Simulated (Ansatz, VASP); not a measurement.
## GaP: VASP beside Ansatz

Aim: how closely do two programs agree when they are given the same cell, functional and k mesh?

Method: plane waves, with VASP 6.6.1 beside it; band structure at LDA, band structure at PBE and band structure at r2SCAN, in Ansatz 0.2.0.

### 1. The structure

The structure is cubic, space group F-43m (No. 216). Conventional cell: a = 5.451 Å, b = 5.451 Å, c = 5.451 Å, α = 90.00°, β = 90.00°, γ = 90.00°. Ga has 4 P at 2.36 Å nearest. Nearest to P lie 4 Ga at 2.36 Å. Farther neighbours are not listed.

### 2. Ansatz: band structure, LDA

Ansatz runs on its default PAW (the set named soft_2) files.

The same path points are solved in both programs, so levels can be compared one by one.

Input file input.yaml:

```yaml
crystal:
  lattice:
    - [0.0, 2.72525, 2.72525]
    - [2.72525, 0.0, 2.72525]
    - [2.72525, 2.72525, 0.0]
  atoms:
    - { symbol: Ga, position: [0.0, 0.0, 0.0] }
    - { symbol: P, position: [0.25, 0.25, 0.25] }
hamiltonian:
  xc: lda
  pseudopotentials: { kind: paw }
kpoints:
  mp_grid: { grid: [4, 4, 4] }
  band_path:
    path:
      - [0.0, 0.0, 0.0]
      - [0.16667, 0.0, 0.16667]
      - [0.33333, 0.0, 0.33333]
      - [0.43333, 0.0, 0.43333]
      - [0.5, 0.0, 0.5]
      - [0.5, 0.08333, 0.58333]
      - [0.5, 0.18333, 0.68333]
      - [0.5, 0.25, 0.75]
      - [0.45, 0.3, 0.75]
      - [0.40833, 0.34167, 0.75]
      - [0.35, 0.35, 0.7]
      - [0.225, 0.225, 0.45]
      - [0.075, 0.075, 0.15]
      - [0.03333, 0.03333, 0.03333]
      - [0.23333, 0.23333, 0.23333]
      - [0.4, 0.4, 0.4]
      - [0.51667, 0.46667, 0.51667]
      - [0.55833, 0.38333, 0.55833]
      - [0.60833, 0.28333, 0.60833]
      - [0.60833, 0.25, 0.64167]
      - [0.55833, 0.25, 0.69167]
      - [0.51667, 0.25, 0.73333]
      - [0.5, 0.3, 0.7]
      - [0.5, 0.38333, 0.61667]
      - [0.5, 0.48333, 0.51667]
      - [0.475, 0.475, 0.55]
      - [0.425, 0.425, 0.65]
      - [0.38333, 0.38333, 0.73333]
      - [0.59167, 0.18333, 0.59167]
      - [0.55, 0.1, 0.55]
      - [0.5, 0.0, 0.5]
    npoints: 1
scf:
  occupations: { method: gaussian, width: 0.02 }
  n_extra_bands: 7
output:
  forces: true
  stress: true
  eigenvalues: true
```

Started as:

```console
$ ansatz run input.yaml --threads 2 --pin off --max-ram 4608MiB --backend cpu --events-out ev --progress --plain --runs-dir out
```

Numbers of over 12 decimals in the logs are rounded to 6 here.

The program printed:

```text
scf.n_extra_bands = 7 over 9 filled bands (N_el = 18.0): the run solves 16 bands
Engine: ansatz 0.2.0, aarch64-unknown-linux-gnu
Pseudopotentials: kind: paw
Pseudopotential: Ga, paw, valence charge 13, recommended cutoff 420 eV (normal), Ga.paw.azcp
Pseudopotential: P, paw, valence charge 5, recommended cutoff 420 eV (normal), P.paw.azcp
Functional definition: SPW92
  exchange = slater_x
  correlation = pw_c
Crystal: 2 atoms, lattice volume = 40.481 Å³
Basis set: ecut = 420 eV, 749 PW (Γ)
Bands: 16, of which v1, the nominal top of the filled ones, is band 9 counted from 1 (8 counted from 0)
Symmetry: 24 space group operations
Space group: F-43m (ITA 216), of the structure as read, at distance tolerance 3.4e-5 Å
k-points: 8 of 64 (time reversal used)
Non-local potential: Ga, projectors of the file, l = 0: 2, l = 1: 2, l = 2: 3, l = 3: 1
Non-local potential: P, projectors of the file, l = 0: 2, l = 1: 2, l = 2: 2
PAW form: soft (Blöchl's): semilocal exchange-correlation on the pseudo side does not see the compensation charge
PAW frozen core: Ga, regenerated for the run's functional, and the local potential with it (the file was generated under x = pbe(κ = 0.804, μ = 0.219515), c = pbe(β = 0.066725))
PAW frozen core: P, regenerated for the run's functional, and the local potential with it (the file was generated under x = pbe(κ = 0.804, μ = 0.219515), c = pbe(β = 0.066725))
PAW one-centre angular grid: Ga, 590 points (default); XC on 64 Gauss nodes
PAW one-centre angular grid: P, 110 points (default); XC on 64 Gauss nodes
Initial density: superposition of atomic densities (neutral atoms: chi_scale 0, normalization atom), corrected by the library's trained network
Initial wavefunctions: pseudopotential atomic-orbital guess
Functional: x = slater, c = lda
SCF iter   1: F=—  HF=-4433.605396 eV  |F-HF|=—  |Δ(HF+E_count)|=         —  Δρ=4.22e-3  dr2=6.55e-3  ethr=1.77e-3  ⟨swp⟩=6.5  Hψ=840  notcnv=0
preconditioner: auto → none  [insulator: Δε(μ)=1.435 eV  Ē_g=18.042 eV  σ=0.020 eV  W_gap=1.00  n_scr=14 (ndim 8)  ℏωp=24.8 eV  f_vac=0.011  D(μ)=0.00/eV (n_scr^D=0)  ε∞_Penn≈2.9]
SCF iter   2: F=—  HF=-4433.602852 eV  |F-HF|=—  |Δ(HF+E_count)|=   2.54e-3  Δρ=2.77e-3  dr2=1.24e-3  ethr=3.64e-5  ⟨swp⟩=2.9  Hψ=270  notcnv=0  defer=21
SCF iter   3: F=—  HF=-4433.602400 eV  |F-HF|=—  |Δ(HF+E_count)|=   4.52e-4  Δρ=7.50e-4  dr2=2.06e-4  ethr=6.89e-6  ⟨swp⟩=2.0  Hψ=214  notcnv=0  defer=21
SCF iter   4: F=—  HF=-4433.602286 eV  |F-HF|=—  |Δ(HF+E_count)|=   1.14e-4  Δρ=2.04e-4  dr2=9.24e-6  ethr=1.14e-6  ⟨swp⟩=2.0  Hψ=181  notcnv=0  defer=21
SCF iter   5: F=—  HF=-4433.602287 eV  |F-HF|=—  |Δ(HF+E_count)|=   9.70e-7  Δρ=4.21e-5  dr2=3.94e-7  ethr=5.13e-8  ⟨swp⟩=2.0  Hψ=178  notcnv=0  defer=21
SCF iter   6: F=-4433.602287 eV  HF=-4433.602287 eV  |F-HF|=2.50e-8  |Δ(HF+E_count)|=   1.54e-7  Δρ=8.95e-6  dr2=2.19e-8  ethr=5.56e-10  ⟨swp⟩=9.5  Hψ=730  notcnv=0
SCF 1 converged in 6 iterations: F = -4433.602287 eV  dr2 = 2.19e-8
  greatest PAW one-centre occupation: 0.994 electrons in one spin orbital (limit 2), on the Ga atom at site 0 (counted from 0), in its partial waves of l = 2
NSCF: frozen V_eff on 31 k-points
SCF converged after 6 iterations
Free energy (F): -4433.602287 eV
Harris-Foulkes:  -4433.602287 eV  (|F-HF|=2.50e-8)
Internal energy: -4433.602287 eV  (E = F + TS)
E sigma→0 (E₀):  -4433.602287 eV
Fermi energy:    7.618000 eV
--- Per-component energies (eV) ---
  E_band       = -64.058008
  E_kinetic    = 187.108042
  E_local      = -2206.664273  (includes V_loc(G=0)·N_el)
  E_nonlocal   = 462.270341
  E_hartree    = 1017.964757
  E_xc         = -130.101511
  E_vxc        = -119.657583  (∫ρ·V_xc dr)
  E_paw        = -2453.380414  (= ΣΔE_a)
  E_vpaw       = -423.040539  (= ΣTr[D̂ρ^β])
  E_aug_tail   = -0.000117  (compensation charges beyond the density's cutoff)
  E_ewald      = -1312.644944
  E_core_change = 1.845831  (= ΣΔE_core)
  E_smearing   = -0.000000  (= −TS)
  E_closure    = -0.000000  (closes the sum)
  Σ components = -4433.602287   (vs F -4433.602287, Δ=0.00e0)
--- Forces (eV/Å), atoms counted from 1 ---
  atom   1  Ga     0.00000000    -0.00000000    -0.00000000
  atom   2  P     -0.00000000     0.00000000    -0.00000000
  max |Σ_I F_I| component: 1.48e-16 eV/Å
--- Stress (GPa, compression-positive) ---
       -2.359989       0.000000      -0.000000
        0.000000      -2.359989       0.000000
       -0.000000       0.000000      -2.359989
  P = ⅓ Tr σ = -2.3600 GPa (-23.600 kbar)
--- Band table (eV; the first three rows and the last of 8) ---
  k-point 0: bands = [... 5 lower, -5.6420, 6.8892, 6.8892, 6.8892, 8.4824, 10.6411, 10.6411, 10.6411, ... 3 higher]
  k-point 1: bands = [... 5 lower, -4.8641, 2.9358, 6.2122, 6.2122, 8.8512, 11.5048, 11.5048, 13.0515, ... 3 higher]
  k-point 2: bands = [... 5 lower, -3.5528, 0.1476, 5.7522, 5.7522, 8.3629, 11.4798, 11.4798, 14.8991, ... 3 higher]
  k-point 7: bands = [... 5 lower, -2.5317, 0.2153, 3.2492, 3.3932, 11.4537, 11.6361, 12.8131, 12.8587, ... 3 higher]
```

It took 0.77 s on 2 threads of Arm Neoverse V2, shared host; peak memory 0.26 GiB.

In the SCF lines HF is the Harris–Foulkes energy and dr2 the Hartree energy of the density residual, in eV; the loop may stop once dr2 is under the threshold and the program's other checks hold. Hψ counts applications of the Hamiltonian.

### 3. VASP: band structure, LDA

The same cell, functional (in two slightly different forms), mesh and smearing now go to VASP, with its own data sets and cutoff.

Lines of VASP's logs that name or quote its potential files are left out, and so is its time.

Input file INCAR:

```
SYSTEM = GaP
PREC = Accurate
ENCUT = 400
EDIFF = 1E-06
NELM = 100
ISMEAR = 0
SIGMA = 0.02
LREAL = .FALSE.
ALGO = Normal
GGA = CA
NBANDS = 21
LORBIT = 11
LWAVE = .FALSE.
LCHARG = .FALSE.
KPAR = 4
```

Input file POSCAR:

```
GaP
1.0
    0.0000000000      2.7252500000      2.7252500000
    2.7252500000      0.0000000000      2.7252500000
    2.7252500000      2.7252500000      0.0000000000
Ga P
1 1
Direct
    0.0000000000      0.0000000000      0.0000000000
    0.2500000000      0.2500000000      0.2500000000
```

Input file KPOINTS:

```
Automatic mesh
0
Gamma
4 4 4
0 0 0
```

Input file KPOINTS_OPT:

```
Line mode
16
Line-mode
Reciprocal
  0.00000000   0.00000000   0.00000000 GAMMA
  0.50000000   0.00000000   0.50000000 X

  0.50000000   0.00000000   0.50000000 X
  0.50000000   0.25000000   0.75000000 W

  0.50000000   0.25000000   0.75000000 W
  0.37500000   0.37500000   0.75000000 K

  0.37500000   0.37500000   0.75000000 K
  0.00000000   0.00000000   0.00000000 GAMMA

  0.00000000   0.00000000   0.00000000 GAMMA
  0.50000000   0.50000000   0.50000000 L

  0.50000000   0.50000000   0.50000000 L
  0.62500000   0.25000000   0.62500000 U

  0.62500000   0.25000000   0.62500000 U
  0.50000000   0.25000000   0.75000000 W

  0.50000000   0.25000000   0.75000000 W
  0.50000000   0.50000000   0.50000000 L

  0.50000000   0.50000000   0.50000000 L
  0.37500000   0.37500000   0.75000000 K

  0.62500000   0.25000000   0.62500000 U
  0.50000000   0.00000000   0.50000000 X
```

Potentials, in the order of the species: Ga_d and P (PBE family, release 64).

Started as:

```console
$ mpirun -np 4 vasp_std
```

The program printed:

```text
[banner, memory and clock lines left out]
running    4 mpi-ranks, on    1 nodes
 distrk:  each k-point on    1 cores,    4 groups
 distr:  one band on    1 cores,    1 groups

 POSCAR found type information on POSCAR GaP
 POSCAR found :  2 types and       2 ions
|                                                                             |
|               ----> ADVICE to this user running VASP <----                  |
|                                                                             |
|     You enforced a specific xc type in the INCAR file but a different       |
|     [... a line on the potential file left out ...]
|     I HOPE YOU KNOW WHAT YOU ARE DOING!                                     |
|                                                                             |

 LDA part: xc-table for (Slater(with rela. corr.)+CA(PZ))
 , standard interpolation
 POSCAR, INCAR and KPOINTS ok, starting setup
 FFT: planning ... GRIDC
 FFT: planning ... GRID_SOFT
 FFT: planning ... GRID
 WAVECAR not read
 entering main loop
       N       E                     dE             d eps       ncg     rms          rms(c)
DAV:   1     0.889230362329E+02    0.88923E+02   -0.72569E+03   367   0.105E+03
DAV:   2    -0.213697475630E+01   -0.91060E+02   -0.84642E+02   356   0.267E+02
DAV:   3    -0.105435628913E+02   -0.84066E+01   -0.83257E+01   381   0.595E+01
DAV:   4    -0.106947875779E+02   -0.15122E+00   -0.15110E+00   424   0.814E+00
DAV:   5    -0.106968305020E+02   -0.20429E-02   -0.20428E-02   366   0.910E-01    0.355E+00
DAV:   6    -0.103923877890E+02    0.30444E+00   -0.28260E-01   505   0.941E+00    0.218E+00
DAV:   7    -0.103432567196E+02    0.49131E-01   -0.67768E-02   429   0.164E+00    0.874E-01
DAV:   8    -0.103377693425E+02    0.54874E-02   -0.11400E-02   402   0.905E-01    0.204E-01
DAV:   9    -0.103377467760E+02    0.22566E-04   -0.97123E-04   456   0.324E-01    0.449E-02
DAV:  10    -0.103377526561E+02   -0.58801E-05   -0.46950E-05   468   0.641E-02    0.205E-02
DAV:  11    -0.103377601222E+02   -0.74660E-05   -0.88806E-06   402   0.306E-02    0.783E-03
DAV:  12    -0.103377599472E+02    0.17499E-06   -0.37060E-07   280   0.504E-03
   1 F= -.10337760E+02 E0= -.10337760E+02  d E =-.547774E-11
 Start KPOINTS_OPT (optional k-point list driver)
k-point batch [1-8\160]
       N       E                     dE             ncg
DAV:   1     0.760529688129E+02   -0.90375E+03      385
DAV:   2    -0.689045050843E+03   -0.76510E+03      374
DAV:   3    -0.765025225362E+03   -0.75980E+02      381
DAV:   4    -0.766579702332E+03   -0.15545E+01      391
DAV:   5    -0.766601242771E+03   -0.21540E-01      381
DAV:   6    -0.766602018114E+03   -0.77534E-03      471
DAV:   7    -0.766602033791E+03   -0.15677E-04      415
DAV:   8    -0.766602034122E+03   -0.33101E-06      305
[...]
k-point batch [153-160\160]
       N       E                     dE             ncg
DAV:   1    -0.487766318689E+02   -0.49813E+04      388
DAV:   2    -0.802425540412E+03   -0.75365E+03      367
DAV:   3    -0.875205930179E+03   -0.72780E+02      422
DAV:   4    -0.876559373252E+03   -0.13534E+01      381
DAV:   5    -0.876575592800E+03   -0.16220E-01      457
DAV:   6    -0.876576149037E+03   -0.55624E-03      437
DAV:   7    -0.876576153822E+03   -0.47847E-05      457
DAV:   8    -0.876576153857E+03   -0.34896E-07      297
```

From OUTCAR (step 3):

```text
ion  position               nearest neighbor table
   1  0.000  0.000  0.000-   2 2.36   2 2.36   2 2.36   2 2.36
   2  0.250  0.250  0.250-   1 2.36   1 2.36   1 2.36   1 2.36

  LATTYP: Found a face centered cubic cell.
 ALAT       =     5.4505000000

 Subroutine GETGRP returns: Found 24 space group operations
 (whereof 24 operations were pure point group operations)

The static configuration has the point symmetry T_d .

 Found      8 irreducible k-points:

   k-points           NKPTS =      8   k-points in BZ     NKDIM =      8   number of bands    NBANDS=     21

   dimension x,y,z NGX =    28 NGY =   28 NGZ =   28
   dimension x,y,z NGXF=    56 NGYF=   56 NGZF=   56

   ENCUT  =  400.0 eV  29.40 Ry    5.42 a.u.   6.29  6.29  6.29*2*pi/ulx,y,z

   NELECT =      18.0000    total number of electrons

 k-points in reciprocal lattice and weights: Automatic mesh
   0.00000000  0.00000000  0.00000000       0.016
   0.25000000  0.00000000  0.00000000       0.125
   0.50000000  0.00000000  0.00000000       0.062
   0.25000000  0.25000000  0.00000000       0.094
   0.50000000  0.25000000  0.00000000       0.375
  -0.25000000  0.25000000  0.00000000       0.188
   0.50000000  0.50000000  0.00000000       0.047
  -0.25000000  0.50000000  0.25000000       0.094

 average (electrostatic) potential at core
       1 -65.0239       2 -83.2447

 E-fermi :   4.5640

 k-point     1 :       0.0000    0.0000    0.0000
  band No.  band energies     occupation
    ...
      5     -10.0822      2.00000
      6      -8.0565      2.00000
      7       4.4782      2.00000
      8       4.4782      2.00000
      9       4.4782      2.00000
     10       6.1010      0.00000
     11       8.2462      0.00000
     12       8.2462      0.00000
     13       8.2462      0.00000
     14      12.9226      0.00000
    ...

 k-point     2 :       0.2500    0.0000    0.0000
  band No.  band energies     occupation
    ...
      5     -10.0813      2.00000
      6      -7.2748      2.00000
      7       0.5252      2.00000
      8       3.7984      2.00000
      9       3.7984      2.00000
     10       6.4593      0.00000
     11       9.1151      0.00000
     12       9.1151      0.00000
     13      10.6597      0.00000
     14      13.4153      0.00000
    ...

 k-point     3 :       0.5000    0.0000    0.0000
  band No.  band energies     occupation
    ...
      5     -10.0751      2.00000
      6      -5.9553      2.00000
      7      -2.2719      2.00000
      8       3.3365      2.00000
      9       3.3365      2.00000
     10       5.9717      0.00000
     11       9.0907      0.00000
     12       9.0907      0.00000
     13      12.4834      0.00000
     14      15.1083      0.00000
    ...

  Total       -0.5889727     -0.5889727     -0.5889727     -0.0000000      0.0000000      0.0000000
  in kB      -23.3107755    -23.3107755    -23.3107755     -0.0000000      0.0000000      0.0000000
  external PRESSURE =     -23.3107755 kB  Pullay stress =       0.0000000 kB

  energy-cutoff  :      400.00
  volume of cell :       40.48
      direct lattice vectors                 reciprocal lattice vectors
     0.000000000  2.725250000  2.725250000    -0.183469406  0.183469406  0.183469406
     2.725250000  0.000000000  2.725250000     0.183469406 -0.183469406  0.183469406
     2.725250000  2.725250000  0.000000000     0.183469406  0.183469406 -0.183469406

 POSITION                                       TOTAL-FORCE (eV/Angst)
 -----------------------------------------------------------------------------------
      0.00000      0.00000      0.00000         0.000000      0.000000      0.000000
      1.36262      1.36262      1.36262        -0.000000     -0.000000     -0.000000
 -----------------------------------------------------------------------------------
    total drift:                                0.000001      0.000001      0.000001

  FREE ENERGIE OF THE ION-ELECTRON SYSTEM (eV)
  ---------------------------------------------------
  free  energy   TOTEN  =       -10.3377599472 eV

  energy  without entropy=      -10.3377599472  energy(sigma->0) =      -10.33775995

 total charge
# of ion       s       p       d       tot
------------------------------------------
    1        0.856   0.860  10.014  11.730
    2        1.003   1.523   0.000   2.526
--------------------------------------------------
tot          1.859   2.383  10.014  14.256

[... 3 further parts left out ...]
```

Spin-orbit coupling is off here; it would split degenerate levels. At this level the cell is under a tension of 2.3 GPa, so at these settings it is away from equilibrium.

### 4. Differences

Known differences besides the potentials themselves: the two LDA forms differ slightly; the cutoff is 420 eV in Ansatz and 400 eV in VASP; Ansatz makes its cores anew for this functional, VASP keeps those of its PBE data sets; VASP's log shows a relativistic correction to its local exchange, Ansatz's none. Total energies have different zeros and are not compared.

Both answers:

| quantity | Ansatz | VASP | difference |
| --- | --- | --- | --- |
| pressure (GPa) | -2.36 | -2.33 | -0.03 |
| gap over the path points (eV) | 1.402 | 1.407 | -0.005 |

Levels at points of the path, from each program's valence-band top (eV; 3 filled, then empty):

| k (reciprocal lattice) | Ansatz | VASP |
| --- | --- | --- |
| 0.000 0.000 0.000 | 0.00 0.00 0.00 1.59 3.75 3.75 | 0.00 0.00 0.00 1.62 3.77 3.77 |
| 0.167 0.000 0.167 | -2.33 -1.03 -1.03 2.62 3.62 5.29 | -2.32 -1.03 -1.03 2.63 3.63 5.32 |
| 0.333 0.000 0.333 | -5.12 -2.26 -2.26 1.57 2.74 8.06 | -5.12 -2.27 -2.27 1.58 2.75 8.11 |
| 0.433 0.000 0.433 | -6.49 -2.65 -2.65 1.40 1.90 9.77 | -6.49 -2.66 -2.66 1.41 1.91 9.83 |
| 0.500 0.000 0.500 | -6.88 -2.72 -2.72 1.46 1.65 10.41 | -6.88 -2.73 -2.73 1.46 1.66 10.46 |
| 0.500 0.083 0.583 | -6.83 -2.99 -2.95 2.00 2.19 9.23 | -6.84 -3.00 -2.96 2.01 2.21 9.29 |
| 0.500 0.183 0.683 | -6.71 -3.51 -3.39 3.62 3.81 7.02 | -6.72 -3.52 -3.40 3.63 3.83 7.04 |
| 0.500 0.250 0.750 | -6.67 -3.64 -3.50 4.56 4.75 5.92 | -6.68 -3.65 -3.51 4.58 4.77 5.94 |
| 0.450 0.300 0.750 | -6.66 -3.85 -3.03 3.37 4.74 6.54 | -6.67 -3.87 -3.04 3.38 4.76 6.57 |
| 0.408 0.342 0.750 | -6.67 -3.98 -2.49 2.33 4.68 7.49 | -6.67 -3.99 -2.50 2.33 4.70 7.53 |

Among the levels compared at these points, filled levels agree within 13 meV and empty ones within 57 meV. Ansatz's pressure holds a Pulay correction of 0.05 GPa; VASP's holds none.

[end of part 1 of 2]

[Lines on the potential files, build, host, timing and source positions are cut from VASP's logs without a mark.]

[Logs are printed without paths, hosts, clocks, repeated set-up lines and the standing remarks that a program may print on its own settings, such as how far it seeks lower states.]

[Hosts, paths, dates, database ids (printed as entryN), source tags and the programs' standing remarks are cut or masked in the printed files.]
